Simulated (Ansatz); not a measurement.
**Relativistic treatment of Ag**

```
CELL_PARAMETERS angstrom
2.75145 0.00000 0.00000
0.00000 2.75145 0.00000
0.00000 0.00000 2.75145
ATOMIC_POSITIONS crystal
Ag 0.00000 0.00000 0.00000
```

The structure comes from a relaxation in the same program, started in the sc type, and has space group Pm-3m. Whether it is a known phase or the ground state wasn't checked.

One fixed cell is solved with PBE by full-potential LAPW in Ansatz 0.2.0 under different relativistic treatments. Pressure is positive in compression.

The runs use a Γ-centred 12×12×12 k mesh, Fermi–Dirac smearing of 0.05 eV, basis error target 0.25 meV/atom, no spin polarisation.

Order the settings by the pressure that they give at this fixed cell, lowest first.
A. scalar-relativistic
B. with spin–orbit coupling
C. non-relativistic

B (-0.13 GPa), A (-0.02 GPa), C (4.87 GPa).

```
                 setting  P (GPa)  lowest level at Γ above −25 eV, from the valence-band top or, without a gap, the Fermi level (eV)
     scalar-relativistic    -0.02                                                                                              -6.35
        non-relativistic     4.87                                                                                              -6.23
with spin–orbit coupling    -0.13                                                                                              -6.35
```
